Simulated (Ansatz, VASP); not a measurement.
## Two plane-wave programs on TaN

```xyz
2
Lattice="-0.1094 2.1874 2.1290 2.0781 0.0000 2.0197 2.1874 2.1874 -0.1094" Properties=species:S:1:pos:R:3 pbc="T T T"
Ta    2.0781    2.1874    2.0197
N     0.0000    0.0000    0.0000
```

Change from the starting cell: engineering shear strain xz -0.1000, normal strain along z -0.0267.

Alike in both runs: task single point; functional PBEsol; k mesh 18 × 18 × 18; occupations gaussian, width 0.15 eV; no spin polarisation.

```csv
,VASP,Ansatz
version,VASP 6.6.1,Ansatz 0.2.0
potentials or method,"VASP PAW PBE potentials, release 64 (Ta_pv, N)","scalar-relativistic, plane waves, PAW"
plane-wave cutoff (eV),520,520
valence electrons in the cell,16,18
```

```csv
,VASP,Ansatz,Ansatz less VASP
gap on the k mesh at the Fermi level (eV),none,none,-
pressure (GPa),13.7,12.3,-1.46
largest component of the traceless stress (GPa),14.94,14.75,-0.185
```

A gap of «none» marks a metal or a gap that the smearing closes. The two sets of potentials don't hold the same shells in valence. Ansatz warned: «pseudo_functional_mismatch».

Caveats: the PAW data sets were made with another functional, which shifts forces and pressure a little (VASP). The runs have no spin-orbit coupling, so splittings on Ta are missing.
